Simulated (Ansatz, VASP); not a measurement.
**Ca in VASP and in Ansatz**

The input INCAR:

```
SYSTEM = Ca
  PREC = Accurate
  ENCUT = 520
  EDIFF = 1E-8
  ISMEAR = -1
  SIGMA = 0.08
  LREAL = .False.
  LASPH = .True.
  NELM = 100
  ALGO = Normal
  ISIF = 2
  LWAVE = .False.
  LCHARG = .False.
  GGA = PE
  LEFG = .True.
  NBANDS = 17
```

The input KPOINTS:

```
regular mesh
0
Gamma
  11 11 6
  0 0 0
```

Contents of POSCAR:

```
Ca
1.0
    3.9532873096      0.0000000000      0.0000000000
   -1.9766436548      3.4236472386      0.0000000000
    0.0000000000      0.0000000000      6.4762402922
Ca
2
Direct
    0.3333333333      0.6666666667      0.2500000000
    0.6666666667      0.3333333333      0.7500000000
```

Input for Ansatz:

```yaml
crystal:
  lattice:
    - [3.9532873096, 0.0, 0.0]
    - [-1.9766436548, 3.4236472386, 0.0]
    - [0.0, 0.0, 6.4762402922]
  atoms:
    - { symbol: Ca, position: [0.3333333333, 0.6666666667, 0.25] }
    - { symbol: Ca, position: [0.6666666667, 0.3333333333, 0.75] }
kpoints:
  mp_grid: { grid: [11, 11, 6] }
scf:
  occupations: { method: fermi_dirac, width: 0.08 }
hamiltonian:
  xc: pbe
  pseudopotentials: { kind: paw }
output:
  forces: true
  stress: true
  eigenvalues: true
  efg: { contact_densities: true }
  write_density: true
  write_potential: true
  elf: true
  volumetric_format: npy
```

Change from the starting cell: volume scaled by 0.98, PAW files.

Alike in both runs: task electric field gradients; functional PBE; k mesh 11 × 11 × 6; occupations fermi-dirac, width 0.08 eV; no spin polarisation.

```csv
,VASP,Ansatz
version,VASP 6.6.1,Ansatz 0.2.0
potentials or method,"VASP PAW PBE potentials, release 64 (Ca_sv)","PAW with Ansatz's default frozen-core files, scalar-relativistic"
plane-wave cutoff (eV),520,420
valence electrons in the cell,20,20
```

|  | VASP | Ansatz | Ansatz less VASP |
| --- | --- | --- | --- |
| pressure (GPa) | -0.5 | -0.5 | -0.01 |
| largest component of the traceless stress (GPa) | 0.06 | 0.06 | -0.002 |
| Vzz of the field gradient on the site that differs most (V/Å²) | -3.2 | -3.1 | +0.08 |
